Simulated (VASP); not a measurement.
Crystal: ZrSe2.

```
Zr Se
1.0
     3.79800    0.00000    0.00000
    -1.89900    3.28916    0.00000
     0.00000    0.00000    6.19200
Zr Se
1 2
Direct
  0.00000 0.00000 0.00000
  0.33333 0.66667 0.25000
  0.66667 0.33333 0.75000
```

* Program: VASP 6.6.1
* Task: relaxation of cell and atoms
* Functional: PBE
* Dispersion: D3(BJ)
* Potentials or basis: VASP PAW PBE potentials, release 64 (Zr_sv, Se)
* Cutoff: 600 eV
* k mesh: 9 × 9 × 5
* Occupations: gaussian, width 0.03 eV
* Spin: no spin polarisation

At the start: pressure -0.4 GPa; volume 25.78 Å³/atom.

Task: Where does the relaxation end?

Result: Over 15 steps the energy falls by 11.2 meV/atom and the volume is 24.35 Å³/atom (-5.6 %); space group P-3m1 (No. 164, to 0.05 Å).

Step by step:
| step | energy change (eV) | largest force (eV/Å) | pressure (GPa) | volume (Å³) |
| --- | --- | --- | --- | --- |
| 1 | 0.0000 | 0.3158 | -0.45 | 77.35 |
| 2 | -0.0147 | 0.2208 | -0.25 | 76.54 |
| 3 | -0.0201 | 0.1203 | -0.05 | 75.74 |
| 4 | -0.0234 | 0.0781 | -0.26 | 75.51 |
| 5 | -0.0293 | 0.0461 | -0.82 | 74.83 |
| 6 | -0.0299 | 0.1058 | -1.05 | 74.51 |
| 7 | -0.0311 | 0.0914 | -0.91 | 74.25 |
| 8 | -0.0332 | 0.0493 | -0.45 | 73.48 |
| 9 | -0.0312 | 0.0363 | 0.54 | 71.94 |
| 10 | -0.0335 | 0.0243 | -0.19 | 73.08 |
| 11 | -0.0335 | 0.0227 | -0.19 | 73.05 |
| 12 | -0.0334 | 0.0115 | -0.05 | 72.85 |
| 13 | -0.0335 | 0.0212 | -0.15 | 73.02 |
| 14 | -0.0335 | 0.0160 | -0.12 | 73.02 |
| 15 | -0.0337 | 0.0013 | -0.02 | 73.04 |

Final structure:
```yaml
crystal:
  lattice:
    - [3.74035, 0.00000, 0.00000]
    - [-1.87018, 3.23924, 0.00000]
    - [0.00000, 0.00000, 6.02807]
  atoms:
    - { symbol: Zr, position: [0.00000, 0.00000, 0.00000] }
    - { symbol: Se, position: [0.33333, 0.66667, 0.26500] }
    - { symbol: Se, position: [0.66667, 0.33333, 0.73500] }
```
